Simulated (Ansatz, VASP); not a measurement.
## Tl: VASP beside Ansatz

Contents of INCAR:

```
SYSTEM = Tl
  PREC = Accurate
  ENCUT = 520
  EDIFF = 1E-7
  ISMEAR = -1
  SIGMA = 0.1
  LREAL = .False.
  LASPH = .True.
  NELM = 80
  ALGO = Normal
  ISIF = 2
  LWAVE = .False.
  LCHARG = .False.
  GGA = B5
  ALDAX = 1.0
  AGGAX = 1.0
  AGGAC = 1.0
  ALDAC = 0.0
  NBANDS = 12
```

Contents of KPOINTS:

```
Automatic mesh
0
Gamma
  11 11 11
  0 0 0
```

The input POSCAR:

```
Tl
1.0
    3.5112225035      0.0000000000      0.0000000000
    0.0000000000      3.5112225035      0.0000000000
    0.0000000000      0.0000000000      3.5112225035
Tl
1
Direct
    0.0000000000      0.0000000000      0.0000000000
```

Input for Ansatz:

```yaml
crystal:
  lattice:
    - [3.5112225035, 0.0, 0.0]
    - [0.0, 3.5112225035, 0.0]
    - [0.0, 0.0, 3.5112225035]
  atoms:
    - { symbol: Tl, position: [0.0, 0.0, 0.0] }
hamiltonian:
  xc: blyp
  pseudopotentials:
    kind: paw
    azcp:
      Tl: "pseudopotentials/Tl.paw.azcp"
basis:
  ecutwfc: 420
  fft_grid_basis: typed
kpoints:
  mp_grid: { grid: [11, 11, 11], shift: [0, 0, 0] }
magnetization:
  spin_polarized: false
scf:
  occupations: { method: fermi_dirac, width: 0.1 }
  lower_state_search: "off"
output:
  stress: true
```

Alike in both runs: task single point; functional BLYP; k mesh 11 × 11 × 11; occupations fermi-dirac, width 0.1 eV; no spin polarisation.

|  | VASP | Ansatz |
| --- | --- | --- |
| version | VASP 6.6.1 | Ansatz 0.2.0 |
| potentials or method | VASP PAW PBE potentials, release 64 (Tl_d) | plane waves (420 eV) with PAW, scalar-relativistic |
| plane-wave cutoff (eV) | 520 | 420 |
| valence electrons in the cell | 13 | 13 |

|  | VASP | Ansatz | Ansatz less VASP |
| --- | --- | --- | --- |
| pressure (GPa) | -1.3 | -1.3 | +0.02 |

Caveats: the PAW data sets were made with another functional, which shifts forces and pressure a little (VASP). Spin-orbit coupling is left out, which matters for the levels of Tl.
